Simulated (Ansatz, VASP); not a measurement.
**Al2Pt: VASP beside Ansatz**

```xyz
3
Lattice="0.0000 2.9488 2.9488 2.9488 0.0000 2.9488 2.9488 2.9488 0.0000" Properties=species:S:1:pos:R:3 pbc="T T T"
Al    1.4744    1.4744    1.4744
Al    4.4232    4.4232    4.4232
Pt    0.0000    0.0000    0.0000
```

Alike in both runs: functional PBEsol; k mesh 12 × 12 × 12; occupations fermi-dirac, width 0.15 eV; no spin polarisation.

Ansatz relaxed the structure, and its values are those at the end. VASP's run is a single point on that final structure, the one shown.

|  | VASP | Ansatz |
| --- | --- | --- |
| version | VASP 6.6.1 | Ansatz 0.2.0 |
| potentials or method | VASP PAW PBE potentials, release 64 (Al, Pt) | scalar-relativistic, plane waves, PAW |
| plane-wave cutoff (eV) | 520 | 420 |
| valence electrons in the cell | 16 | 24 |

|  | VASP | Ansatz | Ansatz less VASP |
| --- | --- | --- | --- |
| gap on the k mesh at the Fermi level (eV) | none | none | - |
| pressure (GPa) | 0.0 | 0.0 | +0.03 |

A gap of «none» marks a metal or a gap that the smearing closes. The two sets of potentials don't hold the same shells in valence.

Caveats: the PAW data sets were made with another functional, which shifts forces and pressure a little (VASP). Spin-orbit coupling is left out, which matters for the levels of Pt.
